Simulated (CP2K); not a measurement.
Crystal: AlN.

```xyz
2
Lattice="2.8772 0.0000 0.0000 1.4386 2.4918 0.0000 1.4386 0.8306 2.3493" Properties=species:S:1:pos:R:3 pbc="T T T"
Al    2.8772    1.6612    1.1746
N     0.0000    0.0000    0.0000
```

Measurements of this composition are mostly on another form, of space group No. 186.

Base run:

* Program: CP2K 2026.2
* Functional: PBE
* Potentials or basis: GTH_POTENTIALS Al GTH-BLYP-q3, N GTH-BLYP-q5; DZVP-MOLOPT-SR-GTH basis
* Density cutoff: 6123 eV
* k mesh: 11 × 11 × 11
* Occupations: fermi-dirac, width 0.05 eV
* Spin: no spin polarisation

Its results: band gap on the k mesh 4.42 eV, indirect (least direct gap 5.38 eV); pressure -1.0 GPa.

Question: The run is repeated on the same cell with these changes: potentials or basis from GTH_POTENTIALS Al GTH-BLYP-q3, N GTH-BLYP-q5; DZVP-MOLOPT-SR-GTH basis to GTH_POTENTIALS Al GTH-PBE-q3, N GTH-PBE-q5; DZVP-MOLOPT-SR-GTH basis; potentials from Al GTH-BLYP-q3 of GTH_POTENTIALS, N GTH-BLYP-q5 of GTH_POTENTIALS to Al GTH-PBE-q3 of GTH_POTENTIALS, N GTH-PBE-q5 of GTH_POTENTIALS. What comes out?

Answer: Band gap on the k mesh 4.51 eV, indirect (least direct gap 5.39 eV); pressure -0.7 GPa.

Caveats: an odd mesh through Γ misses points on the zone boundary, where band edges often lie; the basis of atomic orbitals isn't converged, which shifts pressures, moduli and gaps; the potentials were made for another functional, which shifts forces and pressure (some runs).
